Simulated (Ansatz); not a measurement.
**CuO under changes of volume**

One of the cells (9.643 Å³/atom); the others are scaled copies at fixed shape and fractional positions:

```
CELL_PARAMETERS angstrom
2.83633 0.00000 0.00000
-1.41816 2.45633 0.00000
0.00000 0.00000 2.76811
ATOMIC_POSITIONS crystal
Cu 0.00000 0.00000 0.00000
O 0.66667 0.33333 0.50000
```

Measurements of this composition are mostly on another form, of space group No. 15.

- Program: Ansatz 0.2.0
- Functional: PBE
- Potentials or basis: all-electron LAPW, scalar-relativistic
- Cutoff: 387 eV (chosen from the basis error)
- Basis error allowed: 0.0005 eV/atom
- k mesh: 11 × 11 × 10
- Occupations: fermi-dirac, width 0.05 eV
- Spin: no spin polarisation

```csv
volume (Å³/atom),energy over the lowest point (meV/atom),pressure (GPa)
9.064,18.21,11.5
9.257,7.25,7.0
9.450,1.36,3.0
9.643,0.00,-0.5
9.836,2.67,-3.7
10.028,8.93,-6.5
10.221,?,?
```

Q: What does the run at 10.221 Å³/atom give?

A: Energy over the lowest point 18.39 meV/atom; pressure -9.0 GPa.

Worked out: A Birch-Murnaghan fit of order 3 (a polynomial in V^(-2/3)) to the other rows has its minimum at 9.61 Å³/atom with B0 = V·E''(V) = 170 GPa and B' = 4.6 at fixed shape and positions, which overstates the stiffness. It gives 18.44 meV/atom at 10.221 Å³/atom, against the run's 18.39, and -dE/dV = -9.1 GPa, against -9.0.

Energies are extrapolated to zero smearing.

Caveats: an odd number of electrons without spin polarisation forces a metal; a magnetic or distorted state may lie lower; the run has no spin polarisation, though such a crystal can be magnetic.
